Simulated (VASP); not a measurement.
# C3H4 in VASP: a series of runs

The runs below take C3H4 through single point, with optB86b-vdW, rev-vdW-DF2, LDA, PBEsol, PBE+D3.

Everything below comes from runs of VASP 6.6.1. Logs are shortened: lines on timing, memory, paths and dates and some standing lists are left out, and cuts for length are marked.

## 1. The structure

The cell holds a molecule in a box, 7 atoms: a = 14.193 Å, b = 14.693 Å, c = 15.193 Å, α = 90.00°, β = 90.00°, γ = 90.00°.

## 2. Single point, optB86b-vdW

Input file INCAR:

```
PREC = Accurate ; ENCUT = 400
EDIFF = 1E-6 ; ISMEAR = 0
SIGMA = 0.01 ; LREAL = False
LASPH = True ; NELM = 100
ALGO = Normal ; ISIF = 2
LWAVE = False ; LCHARG = False
GGA = MK ; LUSE_VDW = True
AGGAC = 0.0 ; PARAM1 = 0.1234
PARAM2 = 1.0 ; NBANDS = 17
ISYM = 0
```

Input file KPOINTS:

```
regular mesh
0
Gamma
  1 1 1
```

Input file POSCAR:

```
H4C3                                    
1.0
   14.1932882215      0.0000000000      0.0000000000
    0.0000000000     14.6932882215      0.0000000000
    0.0000000000      0.0000000000     15.1932882215
  C               H             
     3     4
Selective dynamics
Direct
     0.4283722568000030    0.5003021098000033    0.5888092642999965   F   F   F
     0.4797024680509985    0.5024928116834171    0.5251943961518177   T   T   T
     0.5412551166375914    0.5051765132198800    0.4488610420483469   T   T   T
     0.3830355647904786    0.4983833092839396    0.6450084992641895   T   T   T
     0.5417121895066972    0.5733550684305678    0.4188136608371473   T   T   T
     0.5181423883288152    0.4563259683520507    0.3983415548913434   T   T   T
     0.6142235348573188    0.4880677899752340    0.4670002067671631   T   T   T
```

Potentials or basis: VASP PAW PBE potentials, release 64 (C, H).

Run with:

```sh
$ cat potpaw_PBE.64/C/POTCAR potpaw_PBE.64/H/POTCAR > POTCAR
$ mpirun -np 4 vasp_gam > vasp.out
```

OUTCAR:

```text
PREC = Accurate
   ENCUT = 400
   EDIFF = 1E-6
   ISMEAR = 0
   LREAL = False
   LASPH = True
   NELM = 100
   ISIF = 2
   GGA = MK
   ISYM = 0

 ion  position               nearest neighbor table
   1  0.428  0.500  0.589-   4 1.07   2 1.21
   2  0.480  0.502  0.525-   1 1.21   3 1.45
   3  0.541  0.505  0.449-   7 1.10   6 1.10   5 1.10   2 1.45
   4  0.383  0.498  0.645-   1 1.07
   5  0.542  0.573  0.419-   3 1.10
   6  0.518  0.456  0.398-   3 1.10
   7  0.614  0.488  0.467-   3 1.10

IMPORTANT INFORMATION: All symmetrisations will be switched off!
NOSYMM: (Re-)initialisation of all symmetry stuff for point group C_1.

----------------------------------------------------------------------------------------

                                     Primitive cell

  volume of cell :    3168.5006

  direct lattice vectors                    reciprocal lattice vectors
    14.193288221  0.000000000  0.000000000     0.070455837  0.000000000  0.000000000
     0.000000000 14.693288221  0.000000000     0.000000000  0.068058285  0.000000000
     0.000000000  0.000000000 15.193288221     0.000000000  0.000000000  0.065818537

  length of vectors
    14.193288221 14.693288221 15.193288221     0.070455837  0.068058285  0.065818537

  position of ions in fractional coordinates (direct lattice)
     0.428372257  0.500302110  0.588809264
     0.479702468  0.502492812  0.525194396
     0.541255117  0.505176513  0.448861042
     0.383035565  0.498383309  0.645008499
     0.541712190  0.573355068  0.418813661
     0.518142388  0.456325968  0.398341555
     0.614223535  0.488067790  0.467000207

  ion indices of the primitive-cell ions
   primitive index   ion index
                 1           1
                 2           2
                 3           3
                 4           4
                 5           5
                 6           6
                 7           7

----------------------------------------------------------------------------------------

 KPOINTS: regular mesh

Automatic generation of k-mesh.
 Grid dimensions read from file:
 generate k-points for:    1    1    1

 Generating k-lattice:

  Cartesian coordinates                     Fractional coordinates (reciprocal lattice)
     0.070455837  0.000000000  0.000000000     1.000000000  0.000000000  0.000000000
     0.000000000  0.068058285  0.000000000     0.000000000  1.000000000  0.000000000
     0.000000000  0.000000000  0.065818537     0.000000000  0.000000000  1.000000000

  Length of vectors
     0.070455837  0.068058285  0.065818537

  Shift w.r.t. Gamma in fractional coordinates (k-lattice)
     0.000000000  0.000000000  0.000000000

 Subroutine IBZKPT returns following result:
 ===========================================

 Found      1 irreducible k-points:

 Following reciprocal coordinates:
            Coordinates               Weight
  0.000000  0.000000  0.000000      1.000000
   k-points           NKPTS =      1   k-points in BZ     NKDIM =      1   number of bands    NBANDS=     20
   number of dos      NEDOS =    301   number of ions     NIONS =      7
   total plane-waves  NPLWV = 921600
   dimension x,y,z NGX =    96 NGY =   96 NGZ =  100
   dimension x,y,z NGXF=   192 NGYF=  192 NGZF=  200
   ions per type =               3   4
   NGX,Y,Z   is equivalent  to a cutoff of  11.24, 10.86, 10.94 a.u.
   NGXF,Y,Z  is equivalent  to a cutoff of  22.49, 21.72, 21.88 a.u.
 SYSTEM =  unknown system
   PREC   = accura    normal or accurate (medium, high low for compatibility)
   ISTART =      0    job   : 0-new  1-cont  2-samecut
   ICHARG =      2    charge: 1-file 2-atom 10-const
   ISPIN  =      1    spin polarized calculation?
   LNONCOLLINEAR =      F non collinear calculations
   LSORBIT =      F    spin-orbit coupling
   LASPH  =      T    aspherical Exc in radial PAW
   ENCUT  =  400.0 eV  29.40 Ry    5.42 a.u.  23.15 23.96 24.78*2*pi/ulx,y,z
   NELM   =    100;   NELMIN=  2; NELMDL= -5     # of ELM steps
   EDIFF  = 0.1E-05   stopping-criterion for ELM
   LREAL  =      F    real-space projection
   EDIFFG = 0.1E-04   stopping-criterion for IOM
   NSW    =      0    number of steps for IOM
   IBRION =     -1    ionic relax: 0-MD 1-quasi-New 2-CG
   NFREE  =      0    steps in history (QN), initial steepest desc. (CG)
   ISIF   =      2    stress and relaxation
   ISYM   =      0    0-nonsym 1-usesym 2-fastsym
   POTIM  = 0.5000    time-step for ionic-motion
   TEBEG  =    0.0;   TEEND  =   0.0 temperature during run
   PSTRESS=    0.0 pullay stress
   NELECT =      16.0000    total number of electrons
   NUPDOWN=      -1.0000    fix difference up-down
   EMIN   =  10.00;   EMAX   =-10.00  energy-range for DOS
   EFERMI =   0.00;   METHOD = LEGACY
   ISMEAR =     0;   SIGMA  =   0.01  broadening in eV -4-tet -1-fermi 0-gaus
   EFERMI_NEDOS =   21; number of points for ismear=-14 and -15
   IALGO  =     38    algorithm
   IMIX   =      4    mixing-type and parameters
     AMIX     =   0.40;   BMIX     =  1.00
     AMIX_MAG =   1.60;   BMIX_MAG =  1.00
  volume/ion in A,a.u.               =     452.64      3054.59
  Fermi-wavevector in a.u.,A,eV,Ry     =   0.280865  0.530757  1.073294  0.078885
  Thomas-Fermi vector in A             =   1.130062
   LORBIT       =      0    0 simple, 1 ext, 2 COOP (PROOUT), +10 PAW based schemes
   GGA     = MK    functional components
   LHFCALC =     F    Hartree Fock is set to
   AEXX    =    0.0000 exact exchange contribution
   IVDW_NL    =     1    kernel type
   BPARAM     = 6.3000
   IVDW    =     0    specifies the selected vdW correction
   LEPSILON=     F    determine dielectric tensor
   LRPA    =     F    only Hartree local field effects (RPA)
 non-spin polarized calculation
 Gauss-broadening in eV      SIGMA  =   0.01
  energy-cutoff  :      400.00
  volume of cell :     3168.50
 maximum number of plane-waves:     28781
 NGX is ok and might be reduce to    96
   NGX = 47   NGY = 47   NGZ = 49

 number of electron      16.0000004 magnetization

 Free energy of the ion-electron system (eV)
  ---------------------------------------------------
  ext. energy  EPLUGINS =         0.00000000
  ---------------------------------------------------
  free energy    TOTEN  =       -35.67211372 eV

  energy without entropy =      -35.67211372  energy(sigma->0) =      -35.67211372

 E-fermi :  -6.3500     XC(G=0):  -0.5771

 val. band max:       -6.4391989739   @ k =   0.0000   0.0000   0.0000
 cond. band min:      -0.7569837797   @ k =   0.0000   0.0000   0.0000
 fundamental gap:      5.6822151942
 Fermi energy:        -6.3499575805

 k-point     1 :       0.0000    0.0000    0.0000
  band No.  band energies     occupation
      1     -19.2378      2.00000
      2     -17.1940      2.00000
      3     -12.8776      2.00000
      4     -11.0954      2.00000
      5     -10.5157      2.00000
      6     -10.5152      2.00000
[... 12 lines left out ...]
     19       0.8234      0.00000
     20       0.8916      0.00000

------------------------ aborting loop because EDIFF is reached ----------------------------------------

  FORCE on cell =-STRESS in cart. coord.  units (eV):
  Direction    XX          YY          ZZ          XY          YZ          ZX
  --------------------------------------------------------------------------------------
  -------------------------------------------------------------------------------------
  Total       -0.6541895     -0.6667099     -0.6498342      0.0009383     -0.0013101     -0.0084320
  in kB       -0.3307961     -0.3371271     -0.3285938      0.0004744     -0.0006624     -0.0042637
  external PRESSURE =      -0.3321723 kB  Pullay stress =       0.0000000 kB

 VOLUME and BASIS-vectors are now :
 -----------------------------------------------------------------------------
  energy-cutoff  :      400.00
  volume of cell :     3168.50
      direct lattice vectors                 reciprocal lattice vectors
    14.193288221  0.000000000  0.000000000     0.070455837  0.000000000  0.000000000
     0.000000000 14.693288221  0.000000000     0.000000000  0.068058285  0.000000000
     0.000000000  0.000000000 15.193288221     0.000000000  0.000000000  0.065818537

 POSITION                                       TOTAL-FORCE (eV/Angst)
 -----------------------------------------------------------------------------------
      6.08001      7.35108      8.94595         0.073463      0.002988     -0.098000
      6.80856      7.38327      7.97943        -0.072905     -0.002788      0.096259
      7.68219      7.42270      6.81968        -0.010600      0.001038      0.008721
      5.43653      7.32289      9.79980        -0.015849     -0.001331      0.021406
      7.68868      8.42447      6.36316        -0.001561      0.042652     -0.016292
      7.35414      6.70493      6.05212        -0.016958     -0.030969     -0.028746
      8.71785      7.17132      7.09527         0.044410     -0.011590      0.016652
 -----------------------------------------------------------------------------------
    total drift:                               -0.000281     -0.000157      0.000420

  FREE ENERGIE OF THE ION-ELECTRON SYSTEM (eV)
  ---------------------------------------------------
  free  energy   TOTEN  =       -35.6721137178 eV

  energy  without entropy=      -35.6721137178  energy(sigma->0) =      -35.67211372

Total vdW correction in eV:      3.8121630
```

It took 6.7 min on 4 MPI ranks of AMD EPYC 9R45 (Zen 5), shared host; peak memory 1.6 GiB.

What came out:

| Item | Value |
| --- | --- |
| Free energy | -35.6721 eV |
| Largest force | 0.123 eV/Å |
| Gap between the frontier levels | 5.68 eV |

Forces on the atoms (eV/Å):
```
C    0.073  0.003 -0.098
C   -0.073 -0.003  0.096
C   -0.011  0.001  0.009
H   -0.016 -0.001  0.021
H   -0.002  0.043 -0.016
H   -0.017 -0.031 -0.029
H    0.044 -0.012  0.017
```

Caveat: the cutoff is under 1.25 times the usual one of these potentials, so pressure, stress and relaxed cells hold a basis-set (Pulay) error; the standard files for N, O and F lose accuracy on very short bonds; the PAW data sets were made with another functional, which shifts forces and pressure a little.

## 3. Single point, rev-vdW-DF2

Edit INCAR of step 2 so:

```diff
@@ -8,3 +8,3 @@
 AGGAC = 0.0 ; PARAM1 = 0.1234
-PARAM2 = 1.0 ; NBANDS = 17
-ISYM = 0
+PARAM2 = 0.711357 ; ZAB_VDW = -1.8867
+NBANDS = 17 ; ISYM = 0
```

KPOINTS is that of step 2.

POSCAR is that of step 2.

Potentials or basis: VASP PAW PBE potentials, release 64 (C, H).

Run with:

```sh
$ cat potpaw_PBE.64/C/POTCAR potpaw_PBE.64/H/POTCAR > POTCAR
$ mpirun -np 4 vasp_gam > vasp.out
```

Wall time 5.9 min (4 MPI ranks of AMD EPYC 9R45 (Zen 5), shared host); peak memory 1.6 GiB.

Results (log left out):

* Free energy: -36.3063 eV
* Largest force: 0.198 eV/Å
* Gap between the frontier levels: 5.74 eV

Forces in eV/Å, atoms in the order of the input:
```
C    0.119  0.005 -0.159
C   -0.112 -0.005  0.149
C   -0.022  0.001  0.023
H   -0.007 -0.001  0.009
H    0.000  0.031 -0.013
H   -0.012 -0.022 -0.022
H    0.034 -0.009  0.011
```

Levels at points of the mesh, in eV from the valence-band top:
```tsv
k point	band 5	band 6	band 7	band 8	band 9	band 10	band 11	band 12
(0.00, 0.00, 0.00)	-4.07	-4.07	0.00	0.00	5.74	6.32	6.34	6.44
```

Caveat: the cutoff is under 1.25 times the usual one of these potentials, so pressure, stress and relaxed cells hold a basis-set (Pulay) error; the standard files for N, O and F lose accuracy on very short bonds; the PAW data sets were made with another functional, which shifts forces and pressure a little.

## 4. Single point, LDA

Input file INCAR:

```
PREC = Accurate ; ENCUT = 400
EDIFF = 1E-6 ; ISMEAR = 0
SIGMA = 0.01 ; LREAL = False
LASPH = True ; NELM = 100
ALGO = Normal ; ISIF = 2
LWAVE = False ; LCHARG = False
GGA = CA ; NBANDS = 17
ISYM = 0
```

KPOINTS is that of step 3.

POSCAR is that of step 3.

Potentials or basis: VASP PAW LDA potentials, release 64 (C, H).

Run with:

```sh
$ cat potpaw_LDA.64/C/POTCAR potpaw_LDA.64/H/POTCAR > POTCAR
$ mpirun -np 4 vasp_gam > vasp.out
```

Run time: 20 s. Hardware: 4 MPI ranks of AMD EPYC 9R45 (Zen 5), shared host; peak memory 0.39 GiB.

The run converged. Its results:

- Free energy: -41.8965 eV
- Largest force: 0.766 eV/Å
- Gap between the frontier levels: 6.10 eV

Forces in eV/Å, atoms in the order of the input:
```
C    0.461  0.020 -0.611
C   -0.031  0.000  0.040
C   -0.359 -0.015  0.471
H   -0.106 -0.005  0.141
H   -0.005  0.069 -0.024
H   -0.029 -0.050 -0.045
H    0.068 -0.018  0.028
```

Levels at points of the mesh, in eV from the valence-band top:
```tsv
k point	band 6	band 7	band 8	band 9	band 10	band 11
(0.00, 0.00, 0.00)	-4.00	0.00	0.00	6.10	6.44	6.45
```

Caveat: the cutoff is under 1.25 times the usual one of these potentials, so pressure, stress and relaxed cells hold a basis-set (Pulay) error; the standard files for N, O and F lose accuracy on very short bonds.

## 5. Single point, PBEsol

Edit INCAR of step 4 so:

```diff
@@ -6,3 +6,3 @@
 LWAVE = False ; LCHARG = False
-GGA = CA ; NBANDS = 17
+GGA = PS ; NBANDS = 17
 ISYM = 0
```

KPOINTS is that of step 4.

POSCAR is that of step 4.

Potentials or basis: VASP PAW PBE potentials, release 64 (C, H).

Run with:

```sh
$ cat potpaw_PBE.64/C/POTCAR potpaw_PBE.64/H/POTCAR > POTCAR
$ mpirun -np 4 vasp_gam > vasp.out
```

It took 32 s on 4 MPI ranks of AMD EPYC 9R45 (Zen 5), shared host; peak memory 0.54 GiB.

The run converged. Its results:

- Free energy: -40.3254 eV
- Largest force: 0.268 eV/Å
- Gap between the frontier levels: 5.99 eV

Forces on the atoms (eV/Å):
```
C    0.098  0.004 -0.131
C    0.111  0.006 -0.148
C   -0.164 -0.006  0.212
H   -0.094 -0.005  0.125
H   -0.003  0.081 -0.032
H   -0.031 -0.059 -0.056
H    0.083 -0.021  0.029
```

Levels at points of the mesh, in eV from the valence-band top:
```
           k point  band 6  band 7  band 8  band 9  band 10  band 11
(0.00, 0.00, 0.00)   -4.04    0.00    0.00    5.99     6.43     6.44
```

Caveat: the cutoff is under 1.25 times the usual one of these potentials, so pressure, stress and relaxed cells hold a basis-set (Pulay) error; the standard files for N, O and F lose accuracy on very short bonds; the PAW data sets were made with another functional, which shifts forces and pressure a little.

## 6. Single point, PBE+D3

Edit INCAR of step 5 so:

```diff
@@ -6,3 +6,3 @@
 LWAVE = False ; LCHARG = False
-GGA = PS ; NBANDS = 17
-ISYM = 0
+GGA = PE ; IVDW = 11
+NBANDS = 17 ; ISYM = 0
```

KPOINTS is that of step 5.

POSCAR is that of step 5.

Potentials or basis: VASP PAW PBE potentials, release 64 (C, H).

Run with:

```sh
$ cat potpaw_PBE.64/C/POTCAR potpaw_PBE.64/H/POTCAR > POTCAR
$ mpirun -np 4 vasp_gam > vasp.out
```

It took 36 s on 4 MPI ranks of AMD EPYC 9R45 (Zen 5), shared host; peak memory 0.53 GiB.

Results (log left out):

| Property | Result |
| --- | --- |
| Free energy | -39.8480 eV |
| Largest force | 0.013 eV/Å |
| Gap between the frontier levels | 5.93 eV |
| Dispersion energy per atom | -0.003 eV |

Forces in eV/Å, atoms in the order of the input:
```
C    0.006  0.000 -0.008
C   -0.006  0.000  0.007
C    0.004  0.002 -0.011
H   -0.007 -0.001  0.010
H    0.001  0.000  0.000
H    0.000  0.000  0.000
H    0.003 -0.001  0.001
```

Levels at points of the mesh, in eV from the valence-band top:
| k point | band 6 | band 7 | band 8 | band 9 | band 10 | band 11 |
| --- | --- | --- | --- | --- | --- | --- |
| (0.00, 0.00, 0.00) | -4.08 | 0.00 | 0.00 | 5.93 | 6.41 | 6.43 |

Caveat: the cutoff is under 1.25 times the usual one of these potentials, so pressure, stress and relaxed cells hold a basis-set (Pulay) error; the standard files for N, O and F lose accuracy on very short bonds.

## 7. The runs side by side

```tsv
level	potentials or basis	gap on the mesh (eV)	largest force (eV/Å)
optB86b-vdW	VASP PAW PBE potentials, release 64 (C, H)	5.68	0.12
rev-vdW-DF2	VASP PAW PBE potentials, release 64 (C, H)	5.74	0.20
LDA	VASP PAW LDA potentials, release 64 (C, H)	6.10	0.77
PBEsol	VASP PAW PBE potentials, release 64 (C, H)	5.99	0.27
PBE+D3	VASP PAW PBE potentials, release 64 (C, H)	5.93	0.01
```

Alike in all rows: task single point; no spin polarisation; cell as given; k mesh 1 × 1 × 1; cutoff (eV) 400; smearing gaussian 0.01 eV.

Caveats: the cutoff is under 1.25 times the usual one of these potentials, so pressure, stress and relaxed cells hold a basis-set (Pulay) error; the standard files for N, O and F lose accuracy on very short bonds; the PAW data sets were made with another functional, which shifts forces and pressure a little (some runs).

Absolute energies hang on the potentials; compare differences alone.
